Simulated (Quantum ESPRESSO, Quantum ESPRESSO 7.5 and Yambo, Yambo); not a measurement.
## Quasiparticle gap of CaO (Lime) in Yambo

Wanted: ground state, empty states, screening and self-energy for CaO (Lime).

Method: PBE and many-body steps on it, plane waves, in Quantum ESPRESSO 7.5 and Yambo 5.3.0.

Most raw output is cut from this account.

## Step 1: The starting structure

The structure is cubic, space group Fm-3m (No. 225). The conventional cell has a = 4.813 Å, b = 4.813 Å, c = 4.813 Å, α = 90.00°, β = 90.00°, γ = 90.00°. Nearest to Ca lie 6 O at 2.41 Å. Nearest to O lie 6 Ca at 2.41 Å. Farther neighbours and most contacts between anions are not listed.

The cell and positions come from the Crystallography Open Database and are kept as given unless a step says otherwise.

## Step 2: Ground state

This step: Quantum ESPRESSO 7.5; DFT, PBE, plane waves, norm-conserving pseudopotentials.

The ground-state density comes first.

pw.in reads:

```
&control
  calculation = 'scf'
  prefix = 'x'
  outdir = 'o'
  pseudo_dir = 'pseudo'
/
&system
  ibrav = 0
  nat = 2
  ntyp = 2
  ecutwfc = 72.0
  nbnd = 13
  force_symmorphic = .true.
/
&electrons
  conv_thr = 1e-10
  electron_maxstep = 80
  mixing_beta = 0.5
/
ATOMIC_SPECIES
  Ca 40.078 Ca.upf
  O 15.999 O.upf
CELL_PARAMETERS angstrom
  -0.0000000000 2.4065000000 2.4065000000
  2.4065000000 -0.0000000000 2.4065000000
  2.4065000000 2.4065000000 -0.0000000000
ATOMIC_POSITIONS crystal
  Ca 0.0000000000 0.0000000000 0.0000000000
  O 0.5000000000 0.5000000000 0.5000000000
K_POINTS automatic
  8 8 8 0 0 0
```

Started as:

```
$ OMP_NUM_THREADS=1 mpirun -n 4 pw.x -nk 4 -in pw.in > pw.out
```

Elapsed: 3.9 s, on 4 MPI ranks of Arm Neoverse V2, shared host; peak memory 0.2 GiB.

This step gave:

* total energy: -1507.1545 eV
* gap: 3.662 eV
* k of the valence top: 0, 0, 0
* k of the conduction bottom: 0, -0.5, -0.5
* least direct gap: 4.037 eV

The gap is indirect, with the least direct gap 0.37 eV higher.

## Step 3: Bands along the symmetry lines

The cheap functional maps the bands first; the places of the edges decide which points the dearer methods must see.

pw.in reads:

```
&control
  calculation = 'bands'
  prefix = 'x'
  outdir = 'o'
  pseudo_dir = 'pseudo'
/
&system
  ibrav = 0
  nat = 2
  ntyp = 2
  ecutwfc = 72.0
  nbnd = 14
  force_symmorphic = .true.
/
&electrons
  conv_thr = 1e-9
  electron_maxstep = 80
  diago_full_acc = .true.
  diago_thr_init = 5e-6
/
ATOMIC_SPECIES
  Ca 40.078 Ca.upf
  O 15.999 O.upf
CELL_PARAMETERS angstrom
  -0.0000000000 2.4065000000 2.4065000000
  2.4065000000 -0.0000000000 2.4065000000
  2.4065000000 2.4065000000 -0.0000000000
ATOMIC_POSITIONS crystal
  Ca 0.0000000000 0.0000000000 0.0000000000
  O 0.5000000000 0.5000000000 0.5000000000
K_POINTS crystal
  50
  0.00000000 0.00000000 0.00000000 1
  0.06250000 0.00000000 0.06250000 1
  0.12500000 0.00000000 0.12500000 1
  0.18750000 0.00000000 0.18750000 1
  0.25000000 0.00000000 0.25000000 1
  0.31250000 0.00000000 0.31250000 1
  0.37500000 0.00000000 0.37500000 1
  0.43750000 0.00000000 0.43750000 1
  0.50000000 0.00000000 0.50000000 1
  0.51562500 0.03125000 0.51562500 1
  0.53125000 0.06250000 0.53125000 1
  0.54687500 0.09375000 0.54687500 1
  0.56250000 0.12500000 0.56250000 1
  0.57812500 0.15625000 0.57812500 1
  0.59375000 0.18750000 0.59375000 1
  0.60937500 0.21875000 0.60937500 1
  0.62500000 0.25000000 0.62500000 1
  0.37500000 0.37500000 0.75000000 1
  0.32812500 0.32812500 0.65625000 1
  0.28125000 0.28125000 0.56250000 1
  0.23437500 0.23437500 0.46875000 1
  0.18750000 0.18750000 0.37500000 1
  0.14062500 0.14062500 0.28125000 1
  0.09375000 0.09375000 0.18750000 1
  0.04687500 0.04687500 0.09375000 1
  0.00000000 0.00000000 0.00000000 1
  0.06250000 0.06250000 0.06250000 1
  0.12500000 0.12500000 0.12500000 1
  0.18750000 0.18750000 0.18750000 1
  0.25000000 0.25000000 0.25000000 1
  0.31250000 0.31250000 0.31250000 1
  0.37500000 0.37500000 0.37500000 1
  0.43750000 0.43750000 0.43750000 1
  0.50000000 0.50000000 0.50000000 1
  0.50000000 0.46875000 0.53125000 1
  0.50000000 0.43750000 0.56250000 1
  0.50000000 0.40625000 0.59375000 1
  0.50000000 0.37500000 0.62500000 1
  0.50000000 0.34375000 0.65625000 1
  0.50000000 0.31250000 0.68750000 1
  0.50000000 0.28125000 0.71875000 1
  0.50000000 0.25000000 0.75000000 1
  0.50000000 0.21875000 0.71875000 1
  0.50000000 0.18750000 0.68750000 1
  0.50000000 0.15625000 0.65625000 1
  0.50000000 0.12500000 0.62500000 1
  0.50000000 0.09375000 0.59375000 1
  0.50000000 0.06250000 0.56250000 1
  0.50000000 0.03125000 0.53125000 1
  0.50000000 0.00000000 0.50000000 1
```

It took 2.8 s on 4 MPI ranks; peak memory 0.18 GiB.

This step gave:

| Quantity | Value |
| --- | --- |
| gap | 3.662 eV |
| k of the valence top | 0, 0, 0 |
| k of the conduction bottom | 0.5, 0, 0.5 |
| least direct gap | 4.037 eV |

The gap is 3.662 eV, as in the run before at this level.

The electronic bands at the labelled points (eV, zero at the top of the highest filled band; v1 is the highest filled band, c1 the lowest empty one):

```csv
point,v4,v3,v2,v1,c1,c2,c3,c4
Γ,-15.46,0.00,0.00,0.00,4.71,6.23,6.23,6.23
halfway,-14.95,-1.66,-0.30,-0.30,4.72,6.60,8.04,8.04
X,-15.23,-1.30,-0.37,-0.37,3.66,8.02,8.87,9.50
halfway,-15.12,-1.28,-0.69,-0.50,4.09,8.21,8.91,9.12
U,-14.87,-1.32,-1.20,-0.77,5.14,7.97,8.54,9.02
jump to K,-14.87,-1.32,-1.20,-0.77,5.14,7.97,8.54,9.02
halfway,-14.71,-1.79,-0.92,-0.55,6.10,7.02,7.20,8.02
Γ,-15.46,0.00,0.00,0.00,4.71,6.23,6.23,6.23
halfway,-14.82,-1.52,-0.65,-0.65,6.25,6.84,7.17,7.17
L,-14.30,-2.61,-1.18,-1.18,7.03,8.33,8.33,8.49
halfway,-14.58,-2.03,-1.11,-1.04,6.74,6.82,8.73,8.91
W,-14.86,-1.27,-1.05,-1.05,6.31,6.31,8.36,9.50
halfway,-15.04,-1.25,-0.84,-0.66,4.49,8.25,8.28,9.38
X,-15.23,-1.30,-0.37,-0.37,3.66,8.02,8.87,9.50
```

## Step 4: Empty states on the mesh, 6×6×6 mesh, 336 bands

The sums over transitions need many empty states on a uniform mesh; this step solves for them.

pw.in reads:

```
&control
  calculation = 'nscf'
  prefix = 'x'
  outdir = 'o'
  pseudo_dir = 'pseudo'
/
&system
  ibrav = 0
  nat = 2
  ntyp = 2
  ecutwfc = 72.0
  nbnd = 336
  force_symmorphic = .true.
/
&electrons
  conv_thr = 1e-9
  electron_maxstep = 80
  diago_full_acc = .true.
  diago_thr_init = 5e-6
/
ATOMIC_SPECIES
  Ca 40.078 Ca.upf
  O 15.999 O.upf
CELL_PARAMETERS angstrom
  -0.0000000000 2.4065000000 2.4065000000
  2.4065000000 -0.0000000000 2.4065000000
  2.4065000000 2.4065000000 -0.0000000000
ATOMIC_POSITIONS crystal
  Ca 0.0000000000 0.0000000000 0.0000000000
  O 0.5000000000 0.5000000000 0.5000000000
K_POINTS automatic
  6 6 6 0 0 0
```

Run time: 37 s. Hardware: 4 MPI ranks; peak memory 0.46 GiB; 2.5 min of CPU time.

Numbers from this step:

| Item | Value |
| --- | --- |
| gap | 3.662 eV |
| k of the valence top | 0, 0, 0 |
| k of the conduction bottom | 0, -0.5, -0.5 |
| least direct gap | 4.037 eV |
| k points computed | 16 |
| lowest point of the top converged band, above the valence top | 284.5428 eV |

On this mesh the gap is 3.662 eV.

## Step 5: Conversion and set-up

This step: Yambo 5.3.0; conversion and set-up on PBE, plane waves, norm-conserving pseudopotentials.

The states are converted to the many-body program's format and the q mesh is built.

Started as:

```
$ (cd o/x.save; p2y > p2y.log; mv SAVE ../..); yambo > setup.log
```

It took 2 s on 1 MPI rank; peak memory 0.24 GiB.

## Step 6: Screening and self-energy, 6×6×6 mesh, 336 bands, screening to 353.7 eV

Now the one-shot GW correction: screening in the RPA, then the self-energy of the levels asked for.

This step: G0W0 on PBE, plane waves, norm-conserving pseudopotentials.

gw3.in reads:

```
HF_and_locXC
gw0
dyson
ppa
em1d
rim_cut
RandQpts= 1000000
RandGvec= 1 RL
EXXRLvcs= 72 Ry
VXCRLvcs= 288 Ry
Chimod= "HARTREE"
% BndsRnXp
 1 | 336 |
%
NGsBlkXp= 26 Ry
% LongDrXp
 1 | 1 | 1 |
%
% GbndRnge
 1 | 336 |
%
DysSolver= "n"
ExtendOut
PPAPntXp= 27.21138 eV
% QPkrange
 1 | 1 | 7 | 10 |
 13 | 13 | 7 | 10 |
%
```

Started as:

```
$ OMP_NUM_THREADS=1 mpirun -n 4 yambo -F gw3.in -J gw3 -C gw3 > gw3.log
```

Elapsed: 28 min, on 4 MPI ranks; peak memory 2.4 GiB; 1.8 h of CPU time.

Numbers from this step:

* G0W0 gap on the points computed: 5.904 eV
* starting gap on the mesh: 3.662 eV
* k of the valence top: 0, 0, 0
* k of the conduction bottom: 0, -0.5, -0.5
* least direct G0W0 gap on the computed points: 6.303 eV
* Z at the valence top: 0.7776
* Z at the conduction bottom: 0.8497

The gap on the mesh goes from 3.66 eV to 5.90 eV, a correction of +2.24 eV.

Limits: finite bands, cutoff and mesh. v1 is the top filled band, c1 the lowest empty one. The levels before and after the correction (eV, zero at the valence-band top of each column):

```csv
,conduction bottom,valence top
Kohn-Sham,3.66,0.00
G0W0,5.90,0.00
```

```csv
,level,energy (eV)
Kohn-Sham,Γ v2-v1,0.000
Kohn-Sham,Γ c1,4.715
Kohn-Sham,Γ c2,6.228
Kohn-Sham,(0 -0.5 -0.5) v2-v1,-0.374
Kohn-Sham,(0 -0.5 -0.5) c1,3.662
Kohn-Sham,(0 -0.5 -0.5) c2,8.023
G0W0,Γ v2-v1,0.000
G0W0,Γ c1,6.303
G0W0,Γ c2,9.073
G0W0,(0 -0.5 -0.5) v2-v1,-0.477
G0W0,(0 -0.5 -0.5) c1,5.904
G0W0,(0 -0.5 -0.5) c2,11.038
```

## Step 7: Where the time went

Times are wall times on the hardware named with each run, good to a factor of about two.

```csv
step,time,share,memory (GiB)
ground state,3.9 s,0 %,0.2
bands along the symmetry lines,2.8 s,0 %,0.18
empty states on the mesh,37 s,2 %,0.46
conversion and set-up,2 s,0 %,0.24
screening and self-energy,28 min,97 %,2.4
```

## Step 8: Results

| Property | Result |
| --- | --- |
| PBE gap | 3.66 eV, indirect |
| G0W0 gap on the mesh | 5.90 eV |
| GW settings | 6×6×6 mesh, 336 bands, screening to 353.7 eV, Godby-Needs plasmon pole |
| known limits | not at the basis limit |

In words: G0W0 moves the gap on the mesh from 3.66 eV to 5.90 eV (+2.24 eV), with Z of 0.78 and 0.85 at the edges. Only 2 of the mesh's irreducible points were corrected, so a valley elsewhere could overtake. The dearest step here is «screening and self-energy». Bands and cutoff are finite, so the gap is not at the basis limit. The miss can reach some tenths of an eV and take either sign; the mesh is an error of its own. In the G0W0 run levels were corrected at 2 k points alone, so a gap called «on the mesh» is the least over those, and an edge elsewhere would be missed.

[Paths, hosts, dates, memory and timing lines, banners, echoed tables and standing remarks are left out of the program output.]

[Logs are printed without paths, hosts, clocks, repeated set-up lines and the standing remarks that a program may print on its own settings, such as how far it seeks lower states.]

[Runs of the session that timed out or met a known fault of the program may be left out.]

[Hosts, paths, dates, database ids (printed as entryN), source tags and the programs' standing remarks are cut or masked in the printed files.]
